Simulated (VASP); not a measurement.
Write the native input for VASP 6.6.1 that does the following.

* Task: density of states
* Functional: r2SCAN
* Dispersion: D3(BJ)
* Potentials or basis: VASP PAW PBE potentials, release 64 (Al)
* Cutoff: 500 eV
* k mesh: 8 × 8 × 8
* Occupations: tetrahedron
* Spin: no spin polarisation
* Further INCAR settings: ALGO = Normal; EDIFF = 1e-07

The structure of Al lies in Al.cif:

```cif
data_Al
_cell_length_a 3.18243738
_cell_length_b 3.18243738
_cell_length_c 3.18243738
_cell_angle_alpha 90.00000000
_cell_angle_beta 90.00000000
_cell_angle_gamma 90.00000000
_space_group_name_H-M_alt 'P-1'
_space_group_name_Hall '-P 1'
_space_group_IT_number 2
loop_
_space_group_symop_operation_xyz
'x,y,z'
'-x,-y,-z'
loop_
_atom_site_label
_atom_site_type_symbol
_atom_site_symmetry_multiplicity
_atom_site_Wyckoff_symbol
_atom_site_fract_x
_atom_site_fract_y
_atom_site_fract_z
_atom_site_occupancy
Al1 Al 2 i 0.4254911700 0.3151724500 0.2858184800 1
```

The structure of Al lies in POSCAR:

```
Al
 1.0000000000000000
     3.1824373800000001    0.0000000000000000    0.0000000000000000
     0.0000000000000000    3.1824373800000001    0.0000000000000000
     0.0000000000000000    0.0000000000000000    3.1824373800000001
 Al 
   2
Cartesian
  1.3540990042679346  1.0030165860261810  0.9095994146467824
  1.8283383757320657  2.1794207939738190  2.2728379653532178
```

This isn't the form of Al at room conditions, which is fcc.

The cell isn't the ideal one: a zone-boundary wave of random shape, sigma 0.4 Å.

The input as run:

INCAR

```
PREC = Accurate ; ENCUT = 500
EDIFF = 1E-7 ; ISMEAR = -5
SIGMA = 0.1 ; LREAL = F
LASPH = T ; NELM = 60
ALGO = Normal ; ISIF = 2
LWAVE = F ; LCHARG = F
METAGGA = R2SCAN ; LMIXTAU = T
IVDW = 12 ; VDW_S6 = 1.0
VDW_S8 = 0.78981345 ; VDW_A1 = 0.49484001
VDW_A2 = 5.73083694 ; LORBIT = 11
NEDOS = 1001
```

KPOINTS

```
regular mesh
0
Gamma
  8 8 8
```

Potentials or basis: VASP PAW PBE potentials, release 64 (Al).

Run with:

```sh
$ ase convert -i cif -o vasp Al.cif POSCAR
$ cat potpaw_PBE.64/Al/POTCAR > POTCAR
$ mpirun -np 1 vasp_std > vasp.out
```

Results of the run:

| Property | Result |
| --- | --- |
| Pressure | 47.9 GPa |
| Largest force | 12.046 eV/Å |
| Band gap on the k mesh | none (metal or under the smearing width) |
| Valence electrons inside the program's atomic spheres | Al 1.03 |
| Dispersion energy per atom | -0.163 eV |

Caveat: a pressure of tens of GPa on the cell as given is suspect, and the run, the potentials or the cell itself is likely at fault; the PAW data sets were made with another functional, which shifts forces and pressure a little; pairwise dispersion overbinds metals, which lowers pressure and volume; tetrahedron occupations give inexact forces and stress in metals.

It took 90 s on 1 thread of Intel(R) Xeon(R) Platinum 8488C (Sapphire Rapids), with other jobs on the host, peak memory 0.18 GiB.
